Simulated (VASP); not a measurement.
# AlP (F-43m) in VASP: notebook

The runs below take AlP through single point, with LDA.

All numbers are computed with VASP 6.6.1; they aren't measurements. Logs are shortened: lines on timing, memory, paths and dates and some standing lists are left out, and cuts for length are marked.

**Experimental background.**

A printed reference work, data compilation reports, for a bulk crystal of AlP at 4.2 K: band gap 2.505 eV (indirect).

The results are compared with them further down.

## (1) The cell of the first run

Symmetry: F-43m, No. 216, cubic system. The conventional cell has a = 5.499 Å, b = 5.499 Å, c = 5.499 Å, α = 90.00°, β = 90.00°, γ = 90.00°. Al (site symmetry -43m) has 4 P at 2.38 Å within 3.1 Å. Within 3.1 Å of P (site symmetry -43m) lie 4 Al at 2.38 Å.

## (2) Single point, LDA

File INCAR:

```
SYSTEM = AlP
PREC = Accurate ; ENCUT = 500
EDIFF = 1E-6 ; ISMEAR = 0
SIGMA = 0.01 ; LREAL = .FALSE.
LASPH = .TRUE. ; NELM = 120
ALGO = Normal ; ISIF = 2
LWAVE = .FALSE. ; LCHARG = .TRUE.
GGA = CA ; LELF = .TRUE.
LVHAR = .TRUE. ; NBANDS = 11
GGA_COMPAT = .FALSE.
```

File KPOINTS:

```
regular mesh
0
G
  6 6 6
  0 0 0
```

File POSCAR:

```
AlP
1.0
    0.0000000000      2.7495144532      2.7495144532
    2.7495144532      0.0000000000      2.7495144532
    2.7495144532      2.7495144532      0.0000000000
Al P
1 1
Direct
    0.0000000000      0.0000000000      0.0000000000
    0.2500000000      0.2500000000      0.2500000000
```

Potentials or basis: VASP PAW LDA potentials, release 64 (Al, P).

Command:

```bash
> cat potpaw_LDA.64/Al/POTCAR potpaw_LDA.64/P/POTCAR > POTCAR
> mpirun -np 1 vasp_std > vasp.out
```

OUTCAR:

```text
SYSTEM = AlP
   PREC = Accurate
   ENCUT = 500
   EDIFF = 1E-6
   ISMEAR = 0
   LREAL = .FALSE.
   LASPH = .TRUE.
   NELM = 120
   ISIF = 2
   GGA = CA

 ion  position               nearest neighbor table
   1  0.000  0.000  0.000-   2 2.38   2 2.38   2 2.38   2 2.38
   2  0.250  0.250  0.250-   1 2.38   1 2.38   1 2.38   1 2.38

  LATTYP: Found a face centered cubic cell.
 ALAT       =     5.4990289064

  Lattice vectors:

 A1 = (   0.0000000000,   2.7495144532,   2.7495144532)
 A2 = (   2.7495144532,   0.0000000000,   2.7495144532)
 A3 = (   2.7495144532,   2.7495144532,   0.0000000000)

Analysis of symmetry for initial positions (statically):
=====================================================================
 Subroutine PRICEL returns:
 Original cell was already a primitive cell.

 Routine SETGRP: Setting up the symmetry group for a
 face centered cubic supercell.

 Subroutine GETGRP returns: Found 24 space group operations
 (whereof 24 operations were pure point group operations)
 out of a pool of 48 trial point group operations.

The static configuration has the point symmetry T_d .

Analysis of symmetry for dynamics (positions and initial velocities):
=====================================================================
 Subroutine PRICEL returns:
 Original cell was already a primitive cell.

 Routine SETGRP: Setting up the symmetry group for a
 face centered cubic supercell.

 Subroutine GETGRP returns: Found 24 space group operations
 (whereof 24 operations were pure point group operations)
 out of a pool of 48 trial point group operations.

The dynamic configuration has the point symmetry T_d .

 Subroutine INISYM returns: Found 24 space group operations
 (whereof 24 operations are pure point group operations),
 and found     1 'primitive' translations

----------------------------------------------------------------------------------------

                                     Primitive cell

  volume of cell :      41.5717

  direct lattice vectors                    reciprocal lattice vectors
     0.000000000  2.749514453  2.749514453    -0.181850290  0.181850290  0.181850290
     2.749514453  0.000000000  2.749514453     0.181850290 -0.181850290  0.181850290
     2.749514453  2.749514453  0.000000000     0.181850290  0.181850290 -0.181850290

  length of vectors
     3.888400630  3.888400630  3.888400630     0.314973941  0.314973941  0.314973941

  position of ions in fractional coordinates (direct lattice)
     0.000000000  0.000000000  0.000000000
     0.250000000  0.250000000  0.250000000

  ion indices of the primitive-cell ions
   primitive index   ion index
                 1           1
                 2           2

----------------------------------------------------------------------------------------

 KPOINTS: regular mesh

Automatic generation of k-mesh.
 Grid dimensions read from file:
 generate k-points for:    6    6    6

 Generating k-lattice:

  Cartesian coordinates                     Fractional coordinates (reciprocal lattice)
    -0.030308382  0.030308382  0.030308382     0.166666667  0.000000000  0.000000000
     0.030308382 -0.030308382  0.030308382     0.000000000  0.166666667  0.000000000
     0.030308382  0.030308382 -0.030308382     0.000000000  0.000000000  0.166666667

  Length of vectors
     0.052495657  0.052495657  0.052495657

  Shift w.r.t. Gamma in fractional coordinates (k-lattice)
     0.000000000  0.000000000  0.000000000

 Subroutine IBZKPT returns following result:
 ===========================================

 Found     16 irreducible k-points:

 Following reciprocal coordinates:
            Coordinates               Weight
  0.000000  0.000000  0.000000      1.000000
  0.166667  0.000000  0.000000      8.000000
  0.333333  0.000000  0.000000      8.000000
  0.500000  0.000000  0.000000      4.000000
  0.166667  0.166667  0.000000      6.000000
  0.333333  0.166667  0.000000     24.000000
[... 8 lines left out ...]
 -0.333333  0.333333  0.166667     24.000000
 -0.333333  0.500000  0.166667     12.000000
   k-points           NKPTS =     16   k-points in BZ     NKDIM =     16   number of bands    NBANDS=     11
   number of dos      NEDOS =    301   number of ions     NIONS =      2
   total plane-waves  NPLWV =  21952
   dimension x,y,z NGX =    28 NGY =   28 NGZ =   28
   dimension x,y,z NGXF=    56 NGYF=   56 NGZF=   56
   ions per type =               1   1
   NGX,Y,Z   is equivalent  to a cutoff of  11.97, 11.97, 11.97 a.u.
   NGXF,Y,Z  is equivalent  to a cutoff of  23.94, 23.94, 23.94 a.u.
 SYSTEM =  AlP
   PREC   = accura    normal or accurate (medium, high low for compatibility)
   ISTART =      0    job   : 0-new  1-cont  2-samecut
   ICHARG =      2    charge: 1-file 2-atom 10-const
   ISPIN  =      1    spin polarized calculation?
   LNONCOLLINEAR =      F non collinear calculations
   LSORBIT =      F    spin-orbit coupling
   LASPH  =      T    aspherical Exc in radial PAW
   ENCUT  =  500.0 eV  36.75 Ry    6.06 a.u.   7.09  7.09  7.09*2*pi/ulx,y,z
   NELM   =    120;   NELMIN=  2; NELMDL= -5     # of ELM steps
   EDIFF  = 0.1E-05   stopping-criterion for ELM
   LREAL  =      F    real-space projection
   EDIFFG = 0.1E-04   stopping-criterion for IOM
   NSW    =      0    number of steps for IOM
   IBRION =     -1    ionic relax: 0-MD 1-quasi-New 2-CG
   NFREE  =      0    steps in history (QN), initial steepest desc. (CG)
   ISIF   =      2    stress and relaxation
   ISYM   =      2    0-nonsym 1-usesym 2-fastsym
   POTIM  = 0.5000    time-step for ionic-motion
   TEBEG  =    0.0;   TEEND  =   0.0 temperature during run
   PSTRESS=    0.0 pullay stress
   NELECT =       8.0000    total number of electrons
   NUPDOWN=      -1.0000    fix difference up-down
   EMIN   =  10.00;   EMAX   =-10.00  energy-range for DOS
   EFERMI =   0.00;   METHOD = LEGACY
   ISMEAR =     0;   SIGMA  =   0.01  broadening in eV -4-tet -1-fermi 0-gaus
   EFERMI_NEDOS =   21; number of points for ismear=-14 and -15
   IALGO  =     38    algorithm
   IMIX   =      4    mixing-type and parameters
     AMIX     =   0.40;   BMIX     =  1.00
     AMIX_MAG =   1.60;   BMIX_MAG =  1.00
  volume/ion in A,a.u.               =      20.79       140.27
  Fermi-wavevector in a.u.,A,eV,Ry     =   0.945160  1.786094 12.154466  0.893328
  Thomas-Fermi vector in A             =   2.073035
   LORBIT       =      0    0 simple, 1 ext, 2 COOP (PROOUT), +10 PAW based schemes
   GGA     = CA    functional components
   LHFCALC =     F    Hartree Fock is set to
   AEXX    =    0.0000 exact exchange contribution
   IVDW    =     0    specifies the selected vdW correction
   LEPSILON=     F    determine dielectric tensor
   LRPA    =     F    only Hartree local field effects (RPA)
 non-spin polarized calculation
 Gauss-broadening in eV      SIGMA  =   0.01
  energy-cutoff  :      500.00
  volume of cell :       41.57
 maximum number of plane-waves:      1067
   NGX = 15   NGY = 15   NGZ = 15

 number of electron       8.0000001 magnetization

 Free energy of the ion-electron system (eV)
  ---------------------------------------------------
  ext. energy  EPLUGINS =         0.00000000
  ---------------------------------------------------
  free energy    TOTEN  =       -11.39049378 eV

  energy without entropy =      -11.39049378  energy(sigma->0) =      -11.39049378

 E-fermi :   4.3200     XC(G=0):  -9.3677

 val. band max:        4.2605885183   @ k =   0.0000   0.0000   0.0000
 cond. band min:       5.7376431323   @ k =   0.5000   0.5000   0.0000
 fundamental gap:      1.4770546140
 Fermi energy:         4.3200108637

 k-point     1 :       0.0000    0.0000    0.0000
  band No.  band energies     occupation
      1      -7.1247      2.00000
      2       4.2606      2.00000
      3       4.2606      2.00000
      4       4.2606      2.00000
      5       7.1963      0.00000
      6       8.6997      0.00000
      7       8.6997      0.00000
      8       8.6997      0.00000
      9      13.0458      0.00000
     10      13.0458      0.00000
     11      14.0870      0.00000

 k-point     2 :       0.1667    0.0000    0.0000
  band No.  band energies     occupation
      1      -6.8272      2.00000
      2       2.3732      2.00000
      3       4.0200      2.00000
      4       4.0200      2.00000
      5       7.6345      0.00000
      6       9.1279      0.00000
      7       9.1279      0.00000
      8       9.6740      0.00000
      9      12.3831      0.00000
     10      12.3831      0.00000
     11      14.7640      0.00000

 k-point     3 :       0.3333    0.0000    0.0000
  band No.  band energies     occupation
      1      -6.0531      2.00000
      2      -0.0590      2.00000
      3       3.6523      2.00000
      4       3.6523      2.00000
      5       7.0815      0.00000
      6       9.1983      0.00000
      7       9.1983      0.00000
      8      11.9008      0.00000
      9      13.2728      0.00000
     10      13.2728      0.00000
     11      14.2314      0.00000

 k-point     4 :       0.5000    0.0000    0.0000
  band No.  band energies     occupation
      1      -5.4787      2.00000
      2      -1.2295      2.00000
      3       3.5043      2.00000
      4       3.5043      2.00000
      5       6.8434      0.00000
      6       8.9814      0.00000
      7       8.9814      0.00000
      8      12.2637      0.00000
      9      15.6568      0.00000
     10      15.6954      0.00000
     11      15.6954      0.00000
[... 127 lines left out ...]
 k-point    14 :       0.5000    0.3333    0.1667
  band No.  band energies     occupation
      1      -5.4406      2.00000
      2      -0.1543      2.00000
      3       1.6079      2.00000
      4       2.6842      2.00000
      5       7.9928      0.00000
      6       8.9373      0.00000
      7       9.5827      0.00000
      8      12.2784      0.00000
      9      13.4036      0.00000
     10      15.4664      0.00000
     11      17.3781      0.00000

 k-point    15 :      -0.3333    0.3333    0.1667
  band No.  band energies     occupation
      1      -4.9907      2.00000
      2      -0.7097      2.00000
      3       1.1567      2.00000
      4       2.2979      2.00000
      5       8.1922      0.00000
      6       9.0577      0.00000
      7      10.9536      0.00000
      8      11.7486      0.00000
      9      12.9034      0.00000
     10      15.9251      0.00000
     11      16.9325      0.00000

 k-point    16 :      -0.3333    0.5000    0.1667
  band No.  band energies     occupation
      1      -4.7937      2.00000
      2      -0.7652      2.00000
      3       1.3823      2.00000
      4       1.6194      2.00000
      5       7.4659      0.00000
      6       8.4217      0.00000
      7      11.7039      0.00000
      8      12.0587      0.00000
      9      15.1590      0.00000
     10      16.0464      0.00000
     11      17.1997      0.00000

------------------------ aborting loop because EDIFF is reached ----------------------------------------

  FORCE on cell =-STRESS in cart. coord.  units (eV):
  Direction    XX          YY          ZZ          XY          YZ          ZX
  --------------------------------------------------------------------------------------
  -------------------------------------------------------------------------------------
  Total       -0.7569904     -0.7569904     -0.7569904     -0.0000000      0.0000000      0.0000000
  in kB      -29.1744660    -29.1744660    -29.1744660     -0.0000000      0.0000000      0.0000000
  external PRESSURE =     -29.1744660 kB  Pullay stress =       0.0000000 kB

 VOLUME and BASIS-vectors are now :
 -----------------------------------------------------------------------------
  energy-cutoff  :      500.00
  volume of cell :       41.57
      direct lattice vectors                 reciprocal lattice vectors
     0.000000000  2.749514453  2.749514453    -0.181850290  0.181850290  0.181850290
     2.749514453  0.000000000  2.749514453     0.181850290 -0.181850290  0.181850290
     2.749514453  2.749514453  0.000000000     0.181850290  0.181850290 -0.181850290

 POSITION                                       TOTAL-FORCE (eV/Angst)
 -----------------------------------------------------------------------------------
      0.00000      0.00000      0.00000        -0.000000      0.000000      0.000000
      1.37476      1.37476      1.37476         0.000000     -0.000000     -0.000000
 -----------------------------------------------------------------------------------
    total drift:                               -0.000000     -0.000000      0.000000

  FREE ENERGIE OF THE ION-ELECTRON SYSTEM (eV)
  ---------------------------------------------------
  free  energy   TOTEN  =       -11.3904937849 eV

  energy  without entropy=      -11.3904937849  energy(sigma->0) =      -11.39049378
```

It took 2.9 s on 1 thread of Intel Xeon 6975P-C (Granite Rapids), shared host; peak memory 0.13 GiB.

Results:

```
Free energy            : -11.3905 eV
Pressure               : -2.9 GPa
Band gap on the k mesh : 1.48 eV, indirect (least direct gap 2.94 eV)
```

## (3) Single point, LDA

This run uses another cell than the first one, of 21.33 Å³/atom, 1.026 times its volume.

File INCAR:

```
PREC = Accurate
ENCUT = 500
EDIFF = 1E-6
ISMEAR = 0
SIGMA = 0.01
LREAL = F
LASPH = T
NELM = 120
ALGO = Normal
ISIF = 2
LWAVE = F
LCHARG = T
GGA = CA
LELF = T
LVHAR = T
NBANDS = 11
GGA_COMPAT = F
```

File KPOINTS:

```
regular mesh
0
Gamma
  6 6 6
```

File POSCAR:

```
AlP
1.0
    0.0000000000      2.7731165901      2.7731165901
    2.7731165901      0.0000000000      2.7731165901
    2.7731165901      2.7731165901      0.0000000000
Al P
1 1
Direct
    0.0000000000      0.0000000000      0.0000000000
    0.2500000000      0.2500000000      0.2500000000
```

Potentials or basis: VASP PAW LDA potentials, release 64 (Al, P).

Command:

```bash
> cat potpaw_LDA.64/Al/POTCAR potpaw_LDA.64/P/POTCAR > POTCAR
> mpirun -np 1 vasp_std > vasp.out
```

Wall time 3.5 s (1 thread of Intel Xeon 6975P-C (Granite Rapids), shared host); peak memory 0.14 GiB.

The run converged. Its results:

- Free energy: -11.3645 eV
- Pressure: -4.8 GPa
- Band gap on the k mesh: 1.52 eV, indirect (least direct gap 2.72 eV)

Levels at points of the mesh, in eV from the valence-band top:
| k point | band 2 | band 3 | band 4 | band 5 | band 6 | band 7 |
| --- | --- | --- | --- | --- | --- | --- |
| (0.00, 0.00, 0.00) | 0.00 | 0.00 | 0.00 | 2.72 | 4.40 | 4.40 |
| (0.50, 0.00, 0.00) | -5.38 | -0.74 | -0.74 | 2.49 | 4.71 | 4.71 |
| (0.50, 0.50, 0.00) | -5.20 | -2.03 | -2.03 | 1.52 | 2.34 | 10.49 |

(Part 1 of 2 ends here.)
